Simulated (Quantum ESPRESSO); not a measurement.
Ti:

```xyz
1
Lattice="-1.6410 1.6410 1.6410 1.6410 -1.6410 1.6410 1.6410 1.6410 -1.6410" Properties=species:S:1:pos:R:3 pbc="T T T"
Ti    0.0000    0.0000    0.0000
```

This isn't the form of Ti at room conditions, which is hcp.

| Item | Value |
| --- | --- |
| Program | Quantum ESPRESSO 7.5 |
| Task | single point |
| Functional | PBEsol |
| Potentials or basis | GBRV 1.5 PBEsol |
| Cutoff | 612 eV |
| Density cutoff | 4898 eV |
| k mesh | 11 × 11 × 11 |
| Occupations | fermi-dirac, width 0.05 eV |
| Spin | no spin polarisation |

On this cell: pressure -6.8 GPa; band gap on the k mesh none (metal or under the smearing width).

The same run follows on a disturbed copy (cell strained at random at fixed volume):

```
Ti
1.0
    -1.66514    1.66141    1.59911
     1.68039   -1.70507    1.65802
     1.60454    1.64447   -1.64278
Ti
1
Direct
  0.99280 0.00712 0.00682
```

**Question.** What changes?

**Answer.** The energy (extrapolated to zero smearing) moves by +2.4 meV/atom; pressure -6.7 GPa; band gap on the k mesh none (metal or under the smearing width).

Stress tensor (GPa, compression positive):
```
-6.71  1.22 -0.58
 1.22 -6.34  0.93
-0.58  0.93 -7.15
```
